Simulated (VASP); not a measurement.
Write the native input for VASP 6.6.1 that does the following.

| Item | Value |
| --- | --- |
| Task | relaxation of cell and atoms |
| Functional | PBEsol |
| Potentials or basis | VASP PAW PBE potentials, release 64 (Ta_pv, S) |
| Cutoff | 600 eV |
| k mesh | 9 × 9 × 5 |
| Occupations | fermi-dirac, width 0.05 eV |
| Spin | no spin polarisation |
| Further INCAR settings | ALGO = Fast; EDIFF = 1e-07; IBRION = 2; EDIFFG = -0.02; NSW = 60; ISIF = 3 |

The structure of TaS2 lies in POSCAR:

```
TaS2
1.0
    3.3500000000      0.0000000000      0.0000000000
   -1.6750000000      2.9011851027      0.0000000000
    0.0000000000      0.0000000000      5.8600000000
Ta S
1 2
Direct
    0.0000000000      0.0000000000      0.0000000000
    0.6666666667      0.3333333333      0.7500000000
    0.3333333333      0.6666666667      0.2500000000
```

The input as run:

INCAR

```
SYSTEM = TaS2
PREC = Accurate
ENCUT = 600
EDIFF = 1E-7
ISMEAR = -1
SIGMA = 0.05
LREAL = .False.
LASPH = .True.
NELM = 100
ALGO = Fast
ISIF = 3
LWAVE = .False.
LCHARG = .False.
GGA = PS
IBRION = 2
NSW = 60
EDIFFG = -0.02
```

KPOINTS

```
regular mesh
0
Gamma
  9 9 5
  0 0 0
```

Potentials or basis: VASP PAW PBE potentials, release 64 (Ta_pv, S).

Launch:

```sh
$ cat potpaw_PBE.64/Ta_pv/POTCAR potpaw_PBE.64/S/POTCAR > POTCAR
$ mpirun -np 1 vasp_std > vasp.out
```

It gave:

```
Relaxed volume                         : 18.98 Å³/atom
Relaxed cell                           : a = 3.322 Å, b = 3.322 Å, c = 5.955 Å, α = 90.00°, β = 90.00°, γ = 120.00°
Space group after relaxing (to 0.05 Å) : P-3m1 (No. 164)
Energy gained by relaxing              : 22.8 meV/atom
Ionic steps                            : 15
Pressure after relaxing                : -0.1 GPa
Largest force after relaxing           : 0.004 eV/Å
Band gap on the k mesh                 : none (metal or under the smearing width)
```

Caveat: the PAW data sets were made with another functional, which shifts forces and pressure a little; this functional lacks dispersion, which binds the layers, so the pressure and a relaxed spacing across them are unreliable.

Wall time 6.7 min on 1 thread of Intel(R) Xeon(R) Platinum 8488C (Sapphire Rapids), with other jobs on the host, peak memory 0.22 GiB.
